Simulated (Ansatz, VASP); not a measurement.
One calculation of WS2, two programs

```xyz
3
Lattice="3.1458 0.0000 0.0000 -1.5729 2.7244 0.0000 0.0000 0.0000 30.0800" Properties=species:S:1:pos:R:3 pbc="T T T"
S     1.5729    0.9081    7.0030
S     1.5729    0.9081   10.1370
W     0.0000    1.8163    8.5700
```

Alike in both runs: functional PBEsol; k mesh 12 × 12 × 1; occupations gaussian, width 0.03 eV; no spin polarisation.

Ansatz relaxed the structure, and its values are those at the end. VASP's run is a single point on that final structure, the one shown.

|  | VASP | Ansatz |
| --- | --- | --- |
| version | VASP 6.6.1 | Ansatz 0.2.0 |
| potentials or method | VASP PAW PBE potentials, release 64 (S, W_sv) | scalar-relativistic, plane waves, PAW |
| plane-wave cutoff (eV) | 520 | 420 |
| valence electrons in the cell | 26 | 26 |

```tsv
	VASP	Ansatz	Ansatz less VASP
gap on the k mesh at the Fermi level (eV)	1.94	1.94	-0.004
least direct gap on the mesh (eV)	1.94	1.94	-0.004
rms of the force components (eV/Å)	0.009	0.001	-0.0080
```

Ansatz warned: «pseudo_functional_mismatch».

Caveats: the PAW data sets were made with another functional, which shifts forces and pressure a little (VASP); spin-orbit coupling is left out, which moves the levels of the heavy elements. A hybrid or GW would open this gap; PBEsol tends to underestimate it.
